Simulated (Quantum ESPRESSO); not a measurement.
Zn: zone-centre phonons under several settings

```
CELL_PARAMETERS angstrom
2.67000 0.00000 0.00000
-1.33500 2.31229 0.00000
0.00000 0.00000 4.96600
ATOMIC_POSITIONS crystal
Zn 0.66667 0.33333 0.75000
Zn 0.33333 0.66667 0.25000
```

All runs used Quantum ESPRESSO 7.5; potentials Ansatz NC SR PBE; k mesh 9 × 9 × 5; no spin polarisation; cutoff 1143 eV; occupations cold, width 0.2 eV.

```tsv
level	geometry	volume (Å³/atom)	pressure (GPa)	lowest optical mode without the field (cm⁻¹)	highest optical mode without the field (cm⁻¹)
PBE	relaxed at -3 GPa	16.22	-2.4	53	106
PBE	relaxed at 3 GPa	?	3.1	?	?
PBE	relaxed at 15 GPa	12.92	15.0	113	247
```

Question: What stands in the row left open?

Answer: Volume 15.00 Å³/atom; lowest optical mode without the field 62 cm⁻¹; highest optical mode without the field 132 cm⁻¹.

Caveats: the mesh is thin for the phonons of a metal; the cell is more than 3 GPa from zero pressure, which shifts response properties (some runs); the volume moved by over 15 % at a fixed basis, so the end points are rough (some runs).

For the row left open. Caveat: the mesh is thin for the phonons of a metal; the cell is more than 3 GPa from zero pressure, which shifts response properties.
